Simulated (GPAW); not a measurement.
Here is a GPAW 26.7.0 calculation.

The input run.py:

```python
import json
import numpy as np
from ase import Atoms
from ase.calculators.mixing import SumCalculator
from ase.constraints import FixSymmetry
from ase.filters import FrechetCellFilter
from ase.io import read, write
from ase.optimize import BFGS
from contextlib import redirect_stdout
from dftd3.ase import DFTD3
from io import StringIO
from phonopy import Phonopy
from phonopy.structure.atoms import PhonopyAtoms
from gpaw import GPAW, PW
from gpaw.berryphase import polarization_phase

atoms = read('Al2O3.cif')

calc = GPAW(mode=PW(800),
            xc='RPBE',
            kpts={'size': (4, 4, 4), 'gamma': True},
            occupations={'name': 'fermi-dirac', 'width': 0.01},
            nbands=44,
            convergence={'density': 1e-06, 'eigenstates': 1e-09},
            maxiter=150,
            txt='gpaw.txt')
atoms.calc = SumCalculator([calc, DFTD3(method='rpbe', damping='d3zero')])
atoms.set_constraint(FixSymmetry(atoms))
BFGS(FrechetCellFilter(atoms), trajectory='relax.traj', logfile='-').run(fmax=0.005, steps=40)
atoms.set_constraint()
energy = atoms.get_potential_energy()
forces = atoms.get_forces()
stress = atoms.get_stress()
calc.write('gs.gpw')
write('result.traj', atoms)
print('Cell:', atoms.cell.cellpar().round(4))
print(atoms.get_scaled_positions().round(5))

n = len(atoms)
unit = PhonopyAtoms(symbols=atoms.get_chemical_symbols(), cell=atoms.cell[:], scaled_positions=atoms.get_scaled_positions())
ph = Phonopy(unit, supercell_matrix=np.eye(3, dtype=int), primitive_matrix=np.eye(3), symprec=1e-4)
ph.generate_displacements(distance=0.02, is_plusminus=True)
forces, phases = [], []
for i, move in enumerate(ph.dataset['first_atoms']):
    b = atoms.copy()
    b.positions[move['number']] += move['displacement']
    c = GPAW(mode=PW(680),
             xc='RPBE',
             kpts={'size': (4, 4, 4), 'gamma': True},
             occupations={'name': 'fermi-dirac', 'width': 0.01},
             nbands=44,
             convergence={'density': 1e-06, 'eigenstates': 1e-09},
             maxiter=150,
             symmetry='off',
             txt=f'disp-{i:02d}.txt')
    b.calc = SumCalculator([c, DFTD3(method='rpbe', damping='d3zero')])
    f = b.get_forces()
    forces.append(f - f.mean(axis=0))
    with redirect_stdout(StringIO()):
        phases.append(polarization_phase(calc=c)['phase_c'])
    print(move['number'], np.round(move['displacement'], 4), 'phases', phases[-1].round(5), flush=True)

# each pair of opposite moves, with its images under the space group
ops, cell, spos = ph.symmetry.symmetry_operations, atoms.cell[:].T, atoms.get_scaled_positions()
moves, dipoles = [[] for a in atoms], [[] for a in atoms]
for move, up, down in zip(ph.dataset['first_atoms'][::2], phases[::2], phases[1::2]):
    dphi = (up - down + np.pi) % (2 * np.pi) - np.pi
    dp = dphi @ atoms.cell[:] / (2 * np.pi)  # e A
    for w, t in zip(ops['rotations'], ops['translations']):
        x = w @ spos[move['number']] + t - spos
        b = np.linalg.norm(x - x.round(), axis=1).argmin()
        R = cell @ w @ np.linalg.inv(cell)
        moves[b].append(R @ move['displacement'] * 2)
        dipoles[b].append(R @ dp)
Z = np.array([np.linalg.lstsq(np.array(u), np.array(p), rcond=None)[0].T for u, p in zip(moves, dipoles)])  # Z[a, i, j] = dp_i / du_j
ph.forces = forces
ph.produce_force_constants()
ph.symmetrize_force_constants()
H = ph.force_constants.transpose(0, 2, 1, 3).reshape((3 * n, 3 * n))
rule = Z.sum(axis=0)
print('Sum of the charges:')
print(rule.round(4))
Z -= rule / n
for a in atoms:
    print(a.symbol)
    print(Z[a.index].round(3))
w = np.repeat(atoms.get_masses()**-0.5, 3)
omega2, modes = np.linalg.eigh(H * w * w[:, None])
nu = np.sign(omega2) * abs(omega2)**0.5 * 521.4709  # cm^-1
dipoles = np.einsum('aij,ajm->mi', Z, (modes * w[:, None]).reshape((n, 3, -1)))  # e / amu^0.5
optical = np.argsort(abs(omega2))[3:]
eps_ion = sum(np.outer(dipoles[m], dipoles[m]) / omega2[m] for m in optical) * 4 * np.pi * 14.399645 / atoms.get_volume()
for m in range(3 * n):
    print(f'{nu[m]:9.2f} cm^-1  IR {(dipoles[m]**2).sum():8.4f} e^2/amu')
print('Lattice part of the dielectric tensor:')
print(eps_ion.round(3))
json.dump({'Z': Z.tolist(), 'rule': rule.tolist(), 'nu': nu.tolist(), 'ir': (dipoles**2).sum(1).tolist(), 'eps_ion': eps_ion.tolist()},
          open('born.json', 'w'))
```

File Al2O3.cif:

```cif
data_Al2O3
_cell_length_a 5.13022308
_cell_length_b 5.13022308
_cell_length_c 5.13022308
_cell_angle_alpha 55.28667080
_cell_angle_beta 55.28667080
_cell_angle_gamma 55.28667080
_space_group_name_H-M_alt 'P1'
_space_group_name_Hall 'P 1'
_space_group_IT_number 1
loop_
_space_group_symop_operation_xyz
'x,y,z'
loop_
_atom_site_label
_atom_site_type_symbol
_atom_site_symmetry_multiplicity
_atom_site_Wyckoff_symbol
_atom_site_fract_x
_atom_site_fract_y
_atom_site_fract_z
_atom_site_occupancy
Al1 Al 1 a 0.8521600000 0.8521600000 0.8521600000 1
Al2 Al 1 a 0.6478400000 0.6478400000 0.6478400000 1
Al3 Al 1 a 0.1478400000 0.1478400000 0.1478400000 1
Al4 Al 1 a 0.3521600000 0.3521600000 0.3521600000 1
O1 O 1 a 0.0566800000 0.7500000000 0.4433200000 1
O2 O 1 a 0.7500000000 0.4433200000 0.0566800000 1
O3 O 1 a 0.4433200000 0.0566800000 0.7500000000 1
O4 O 1 a 0.9433200000 0.2500000000 0.5566800000 1
O5 O 1 a 0.2500000000 0.5566800000 0.9433200000 1
O6 O 1 a 0.5566800000 0.9433200000 0.2500000000 1
```

Potentials or basis: the program's PAW data sets (release 1.2.1) made for this functional, pw.

Launch:

```bash
$ OMP_NUM_THREADS=1 python run.py
```

(1) Predict the Born charges (mean of the diagonal).

(2) Estimate the highest phonon frequency at Γ, LO-TO splitting left out.

(3) Estimate the dispersion energy per atom.

(4) Predict the relaxed cell.

(5) Estimate the band gap on the k mesh.

## Answers

(1) Al +2.98; O -1.99 e.

(2) 736 cm⁻¹.

(3) -0.253 eV.

(4) a = 5.188 Å, b = 5.188 Å, c = 5.188 Å, α = 55.31°, β = 55.31°, γ = 55.31°.

(5) 5.90 eV, direct.

Caveat: the k mesh is coarse; the LO-TO splitting is left out.

**Experimental background.**

“Multi-petahertz electron interference in Cr:Al2O3 solid-state material”, 2018, pmc:5906618 quotes, for a bulk crystal of Al2O3: band gap 8.7 eV (optical).

A measured gap of Al2O3 is 8.7 eV (optical; quoted in “Multi-petahertz electron interference in Cr:Al2O3 solid-state material”, 2018, pmc:5906618); the calculated 5.90 eV misses it by -2.80 eV. The value is that of RPBE+D3, without temperature or zero-point motion. Semilocal functionals fall short of measured gaps as a rule.
